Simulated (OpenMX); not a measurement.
PtS2:

```xyz
3
Lattice="3.5432 0.0000 0.0000 -1.7716 3.0685 0.0000 0.0000 0.0000 5.0388" Properties=species:S:1:pos:R:3 pbc="T T T"
Pt    0.0000    0.0000    0.0000
S     1.7716    1.0228    3.8950
S     0.0000    2.0457    1.1438
```

Base run:

- Program: OpenMX 3.8.5
- Functional: LDA
- Potentials or basis: OpenMX 2013 LDA set, Pt7.0-s3p2d2f1, S7.0-s2p2d1f1, grid cutoff 400 Ry
- k mesh: 9 × 9 × 5
- Occupations: fermi-dirac, width 0.05 eV
- Spin: no spin polarisation

Its results: band gap on the k mesh 0.93 eV, indirect (least direct gap 0.97 eV); pressure 6.3 GPa; largest force 1.143 eV/Å.

Task: The run is repeated on the same cell with these changes: functional from LDA to PBE; potentials or basis from OpenMX 2013 LDA set, Pt7.0-s3p2d2f1, S7.0-s2p2d1f1, grid cutoff 400 Ry to OpenMX 2013 PBE set, Pt7.0-s3p2d2, S7.0-s2p2d1, grid cutoff 400 Ry. What comes out?

Result: Band gap on the k mesh 0.96 eV, indirect (least direct gap 1.02 eV); pressure 16.9 GPa; largest force 2.011 eV/Å.

Caveats: spin-orbit coupling is left out, which moves the levels of the heavy elements; the basis of atomic orbitals isn't converged, which shifts pressures, moduli and gaps; forces of over 1 eV/Å show positions far from the minimum, so gaps and moduli don't describe the material at rest; so large a pressure means that the cell lies far from this level's equilibrium, or that cutoff or potentials fall short (some runs).
